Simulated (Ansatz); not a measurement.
**Stress against strain in Ge**

```xyz
2
Lattice="0.0000 2.8288 2.8288 2.8288 0.0000 2.8288 2.8288 2.8288 0.0000" Properties=species:S:1:pos:R:3 pbc="T T T"
Ge    2.8288    2.8288    2.8288
Ge    4.2432    4.2432    4.2432
```

Atom numbers follow the list: Ge1, Ge2.

Structure: COD 9011050, as refined from experiment and not relaxed.

The calculation used DFT, PBE, all-electron LAPW, scalar-relativistic (Ansatz 0.2.0).

Sampling and basis: a Γ-centred 10×10×10 k mesh, Fermi–Dirac smearing of 0.05 eV, basis error target 0.25 meV/atom, no spin polarisation.

The strain is applied along the Cartesian axes of the cell as listed (the other components stay zero). Fractional coordinates are held (clamped ions).

σ is the change of stress from the unstrained cell, which is at 3.65 GPa; tension is positive, so slopes are stress–strain coefficients at that pressure.

Only quantities that a quadratic follows smoothly over the whole series are listed; rougher ones are left out.

```tsv
εxx = εyy	σzz (GPa)	σxx (GPa)
-0.0300	-3.70	-6.08
-0.0100	-1.09	-1.82
0.0000	0.00	0.00
0.0100	0.98	1.65
0.0200	1.87	3.16
0.0300	2.67	4.53
```

Q: Fit the series and read off the stiffness at zero strain.

A: Least-squares fits y = p0 + p1 x + p2 x² to the rows give σzz (GPa): p1 = 106, p2 = -570; σxx (GPa): p1 = 176, p2 = -860. So 2 C12 = 106 GPa and C11 + C12 = 176 GPa.

Q: One run, at εxx = εyy = -0.0200, is withheld. Predict its row.

A: The fits give -2.35, -3.87; the run gave -2.32, -3.85.
